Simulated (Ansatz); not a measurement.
**WS₂: a line through a two-coordinate scan**

The task here is to estimate one member of a computed series from the others.

The COD entry's cell or inner coordinates are ideal or old and differ from later refinements, so a difference from it is no clean test against experiment.

Method: DFT PBEsol, scalar-relativistic, plane waves, PAW, in Ansatz 0.2.0.

15 further runs of the same task are left out: 15 set aside as unsound or not needed. Runs told in other sessions of the task aren't counted.

## The starting structure

It takes space group P6_3/mmc (No. 194, hexagonal). The conventional cell has a = 3.146 Å, b = 3.146 Å, c = 12.697 Å, α = 90.00°, β = 90.00°, γ = 120.00°. Around W (site symmetry -6m2) lie 6 S at 2.40 Å. S (site symmetry 3m) has 3 W at 2.40 Å in its first shell of neighbours.

Coordinates:

```cif
data_structure
_symmetry_space_group_name_H-M 'P6_3/mmc'
_symmetry_Int_Tables_number 194
_cell_length_a 3.1462
_cell_length_b 3.1462
_cell_length_c 12.6967
_cell_angle_alpha 90.000
_cell_angle_beta 90.000
_cell_angle_gamma 120.000
_cell_volume 108.84
loop_
_atom_site_label
_atom_site_type_symbol
_atom_site_symmetry_multiplicity
_atom_site_Wyckoff_symbol
_atom_site_fract_x
_atom_site_fract_y
_atom_site_fract_z
_atom_site_occupancy
W1 W 2 c 0.33333 0.66667 0.25000 1
S1 S 4 f 0.33333 0.66667 0.62655 1
```

It is the result of an earlier relaxation at this level (volume 18.14 Å³/atom; gap on the mesh: 1.10 eV).

## The scan

Atoms count from 1 in the order of the input.

The energy is mapped over a free internal coordinate and the cell.

The axes are (1) shift of S3 along [0 0 1], its symmetry partners moved as symmetry demands (measured in the relaxed cell): 7 values from −0.250 Å; (2) volume per atom at fixed shape: 7 values from 16.69 to 19.59 Å³.

Nothing else is relaxed (all other coordinates fixed). Energies count from the relaxed crystal. Points are written as (first, second).

The first run:

Input file input.yaml:

```yaml
crystal:
  lattice:
    - [3.0599748907, 0.0, 0.0]
    - [-1.5299874454, 2.6500159903, 0.0]
    - [0.0, 0.0, 12.3485284809]
  atoms:
    - { symbol: W, position: [0.3333333333, 0.6666666667, 0.25] }
    - { symbol: W, position: [0.6666666667, 0.3333333333, 0.75] }
    - { symbol: S, position: [0.3333333333, 0.6666666667, 0.646238958] }
    - { symbol: S, position: [0.6666666667, 0.3333333333, 0.146238958] }
    - { symbol: S, position: [0.3333333333, 0.6666666667, 0.853761042] }
    - { symbol: S, position: [0.6666666667, 0.3333333333, 0.353761042] }
basis:
  ecutwfc: 420
kpoints:
  mp_grid: { grid: [12, 12, 2] }
hamiltonian:
  xc: pbesol
  pseudopotentials: { kind: paw, azcp: { folder: soft_1 } }
scf:
  occupations: { method: gaussian, width: 0.05 }
output:
  forces: true
  stress: true
  eigenvalues: true
  write_density: true
  write_potential: true
  elf: true
  volumetric_format: npy
```

Command:

```bash
$ ansatz run input.yaml --threads 2 --pin off --max-ram 4096MiB --backend cpu --events-out ev --progress --plain --runs-dir out
```

Steps of the session up to this table: Point (0.250 Å, 16.69 Å³); The run at (0.250 Å, 17.17 Å³); Grid point (0.250 Å, 17.66 Å³); Grid point (0.250 Å, 18.14 Å³); Grid point (0.250 Å, 19.59 Å³).

One table of the session follows, with a row left open; its other results are not shown here.

```
volume per atom at fixed shape (Å³)  energy (meV/atom)  slope (meV/atom per Å³)  pressure (GPa)  largest force on an atom (eV/Å)
                              16.69                951                     −380            60.9                             9.81
                              17.17                782                     −319            51.1                             8.75
                              17.66                640                     −266            42.5                             7.78
                              18.14                  ?                        ?               ?                                ?
                              18.62                429                     −176            28.2                             6.07
                              19.11                353                     −139            22.3                             5.32
                              19.59                293                     −106            17.0                             4.63
```

Estimate the missing values for volume per atom at fixed shape (Å³) = 18.14.

Worked estimate for «energy (meV/atom)». A straight line through the neighbours (17.66, 640) and (18.62, 429) gives 640 + (429 − 640) × (18.14 − 17.66) / (18.62 − 17.66) = 534; a parabola fitted to 4 rows on both sides gives 524.

**Answer.** energy (meV/atom): 524; slope (meV/atom per Å³): −218; pressure (GPa): 34.9; largest force on an atom (eV/Å): 6.89. In «energy (meV/atom)» the line misses by +10 and the parabola by +0.

Energies count from the relaxed crystal. Rows without a step come from runs not printed here or follow by symmetry. Slopes come from the forces (and the stress, where the cell changes), not from differences of energies.

What this shows: Along this line the energy keeps falling to 19.59 Å³, the edge of the range. The highest point computed, at 16.69 Å³, lies 657 meV/atom above the lowest.

To keep in mind: The cell is layered and no dispersion term is used, so the spacing and stiffness across the layers are uncertain. Warnings in the runs' records: pseudo functional mismatch.
